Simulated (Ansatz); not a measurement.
# Si2GeO6: the cost of one run

Computed with Ansatz 0.2.0 (DFT PBE, scalar-relativistic, plane waves, PAW, unless a step's input says otherwise).

### Step 1. Starting point

The structure is monoclinic, space group C2 (No. 5). The conventional cell has a = 8.279 Å, b = 4.780 Å, c = 5.258 Å, α = 90.00°, β = 90.00°, γ = 90.00°. Si (site symmetry 1) is surrounded by 2 O at 1.27 Å. Ge (site symmetry 2) has 2 O at 1.27 Å as nearest neighbours. O (site symmetry 1) is surrounded by 1 Si at 1.27 Å. Around O (site symmetry 1) lie 1 Ge at 1.27 Å.

As a file:

```cif
data_structure
_symmetry_space_group_name_H-M 'C2'
_symmetry_Int_Tables_number 5
_cell_length_a 8.2794
_cell_length_b 4.7801
_cell_length_c 5.2584
_cell_angle_alpha 90.000
_cell_angle_beta 90.000
_cell_angle_gamma 90.000
_cell_volume 208.11
loop_
_atom_site_label
_atom_site_type_symbol
_atom_site_symmetry_multiplicity
_atom_site_Wyckoff_symbol
_atom_site_fract_x
_atom_site_fract_y
_atom_site_fract_z
_atom_site_occupancy
Si1 Si 4 c 0.23435 0.23435 0.16667 1
Ge1 Ge 2 b 0.50000 0.03130 0.50000 1
O1 O 4 c 0.63295 0.21605 0.95293 1
O2 O 4 c 0.57550 0.84140 0.61960 1
O3 O 4 c 0.79155 0.94255 0.28627 1
```

The start is an ordering of an alloy on its end members' structure types: elements ordered on the sites of the SiO2 type, Si/Ge on Si (C2, No. 5).

### Step 2. The guess as it stands, on a coarse mesh

input.yaml

```yaml
crystal:
  lattice:
    - [4.13969477, -2.39005389, 0.0]
    - [4.13969477, 2.39005389, 0.0]
    - [0.0, 0.0, 5.25839579]
  atoms:
    - { symbol: Si, position: [0.0, 0.46869999, 0.16666667] }
    - { symbol: Si, position: [0.53130001, 0.0, 0.83333333] }
    - { symbol: Ge, position: [0.46869999, 0.53130001, 0.5] }
    - { symbol: O, position: [0.41690001, 0.84899998, 0.95293333] }
    - { symbol: O, position: [0.73410001, 0.41690001, 0.6196] }
    - { symbol: O, position: [0.84899998, 0.73410001, 0.28626666] }
    - { symbol: O, position: [0.26589999, 0.15100002, 0.71373334] }
    - { symbol: O, position: [0.15100002, 0.58309999, 0.04706667] }
    - { symbol: O, position: [0.58309999, 0.26589999, 0.3804] }
basis:
  ecutwfc: 420
kpoints:
  mp_grid: { grid: [6, 6, 4] }
hamiltonian:
  xc: pbe
scf:
  occupations: { method: gaussian, width: 0.1 }
  lower_state_search: "off"
output:
  forces: true
  stress: true
  eigenvalues: true
```

The run is started by

```sh
$ ansatz run input.yaml --threads 1 --pin off --max-ram 2560MiB --backend cpu --events-out ev --progress --plain --runs-dir out
```

**Question.** How long does this run take on 1 thread of Intel Xeon 6975P-C (Granite Rapids), shared host, and how much memory does it need?

About 10 s, with a peak of 0.45 GiB.
